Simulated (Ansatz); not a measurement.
Runs of Ansatz 0.2.0 on Ge. It takes space group Fd-3m (No. 227, cubic). The conventional cell has a = 5.658 Å, b = 5.658 Å, c = 5.658 Å, α = 90.00°, β = 90.00°, γ = 90.00°. Around Ge (site symmetry -43m) lie 4 Ge at 2.45 Å. 

```csv
task,level,potentials or basis,spin,cell,cutoff (eV),q mesh,points for each segment of the path,gap on the mesh (eV),pressure (GPa),V0 of scaled cells (Å³/atom),relaxed volume (Å³/atom),B0 (GPa)
phonons,PBE,Ansatz PAW,off,as given,420,2 × 2 × 2,8,none,-,-,-,-
band structure,PBE,Ansatz NC,off,as given,1061,-,14,none,3.7,-,-,-
band structure,r2SCAN,Ansatz PAW,"SOC, no magnetisation",as given,500,-,14,(b),0.6,-,-,-
relaxation of cell and atoms,RPBE+D3(BJ),Ansatz PAW,off,relaxed,420,-,-,(a),0.0,-,21.19,-
equation of state,PBEsol+D4,Ansatz PAW,off,as given,420,-,-,-,-,22.45,-,69
equation of state,LDA,PseudoDojo LDA,off,as given,1061,-,-,-,-,22.19,-,70
band structure,r2SCAN,Ansatz PAW,off,as given,500,-,14,0.44,0.6,-,-,-
relaxation of cell and atoms,revPBE+D4,Ansatz PAW,off,relaxed,420,-,-,-,0.0,-,22.94,-
relaxation of cell and atoms,rPW86-PBE,Ansatz PAW,off,relaxed,420,-,-,-,0.0,-,25.15,-
band structure,PBE,Ansatz PAW,off,as given,420,-,14,none,3.6,-,-,-
single point,PBE,Ansatz PAW,off,as given,600,-,-,none,3.6,-,-,-
equation of state,SVWN5,Ansatz PAW,off,as given,420,-,-,-,-,22.19,-,70
```

Alike in all rows: k mesh 8 × 8 × 8; smearing fermi-dirac 0.05 eV.

Estimate the missing entries.

(a) 0.47; (b) 0.35.

Caveats: the PAW data sets come from PBE, with cores solved anew for the run's functional, which leaves a small shift of forces and pressure (some runs); this crystal is a semiconductor, whose small gap the functional closes, so the metal is an error of the method (some runs); the plane-wave basis is chosen anew once the cell has moved, so the energies of steps on either side of that aren't comparable (some runs); the volume moved by +11 % from the deposited cell, more than functionals usually miss (some runs).

A k mesh can miss the band edges, and rows without SOC leave out spin-orbit coupling on Ge.

A gap of «none» marks a metal or a gap under the smearing width.
